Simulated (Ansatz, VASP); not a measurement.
# HgTe in VASP and in Ansatz

```xyz
2
Lattice="0.0000 3.1799 3.1799 3.1799 0.0000 3.1799 3.1799 3.1799 0.0000" Properties=species:S:1:pos:R:3 pbc="T T T"
Hg    0.0000    0.0000    0.0000
Te    4.7699    4.7699    4.7699
```

Change from the starting cell: volume scaled by 0.96, crystal datasets.

Alike in both runs: task electric field gradients; functional PBEsol; k mesh 9 × 9 × 9; occupations fermi-dirac, width 0.05 eV; no spin polarisation.

```csv
,VASP,Ansatz
version,VASP 6.6.1,Ansatz 0.2.0
potentials or method,"VASP PAW PBE potentials, release 64 (Hg, Te), cutoff 520 eV","all-electron PAW with datasets made for the crystal, scalar-relativistic"
```

|  | VASP | Ansatz | Ansatz less VASP |
| --- | --- | --- | --- |
| pressure (GPa) | 3.7 | 3.5 | -0.15 |
| Vzz of the field gradient on the site that differs most (V/Å²) | 0.0 | 0.0 | 0.00 |

Ansatz ran all-electron here, so the differences hold the error of VASP's frozen core and of both bases. Ansatz warned: «gradients_without_spin_orbit».

Caveats: the PAW data sets were made with another functional, which shifts forces and pressure a little (VASP). Spin-orbit coupling is left out, which matters for the levels of Hg, Te.
